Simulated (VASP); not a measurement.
# Tc: convergence, self-consistent run

Tc, P6_3/mmc (no. 194), 2 atoms in the cell. LDA; PAW potentials Tc_pv (LDA set). VASP 6.6.1.

Wanted: energy within 0.2 meV/atom; Fermi level within 0.005 eV.

What the run is for: comparing ways to start; Accuracy asked: tight.

POSCAR:
```
Tc
1.0
    2.7400000000      0.0000000000      0.0000000000
   -1.3700000000      2.3729096064      0.0000000000
    0.0000000000      0.0000000000      4.3980000000
Tc
2
Direct
    0.6666666667      0.3333333333      0.7500000000
    0.3333333333      0.6666666667      0.2500000000
```

## How the run starts (with a second run first, the time holds both)

| How the run starts (with a second run first, the time holds both) | Energy less reference (meV/atom) | Fermi level (eV) | Time (s) |
|---|---|---|---|
| from scratch: 11 SCF iterations | 0.00 | 12.4939 | 18 |
| density of a coarse mesh (ICHARG 1): 11 + 9 SCF iterations | 0.00 | 12.4940 | 21 |
| orbitals of a lower cutoff (ISTART 1): 11 + 6 SCF iterations | 0.00 | 12.4940 | 21 |
| orbitals of a loose run: 9 + 3 SCF iterations | 0.00 | 12.4939 | 14 |

Chosen: from scratch: 11 SCF iterations; no other choice that stays within half of the tolerance saves 30 % of the time.

The chosen settings are those of the reference run.

## The input

INCAR:
```
SYSTEM = Tc
ALGO = Normal
EDIFF = 1E-6
ENCUT = 400
GGA = CA
GGA_COMPAT = .False.
ISIF = 2
ISMEAR = 1
LASPH = .True.
LCHARG = .False.
LREAL = .False.
LWAVE = .False.
NELM = 120
PREC = Accurate
SIGMA = 0.1
```

KPOINTS:
```
k-points
0
Gamma
  14 14 8
```

Commands:
```
cat potpaw_LDA.64/Tc_pv/POTCAR > POTCAR
mpirun -np 1 vasp_std > vasp.out
```

The chosen input took VASP 6.6.1 18 s on 1 core (Intel Xeon Platinum 8488C (Sapphire Rapids)), a shared host.

## An input that fails: restart asked without its files

VASP's message: ERROR: charge density could not be read from file CHGCAR for ICHARG>10.

Changes against the starting input:
```
- NELM = 120
+ NELM = 60
+ ICHARG = 11
```
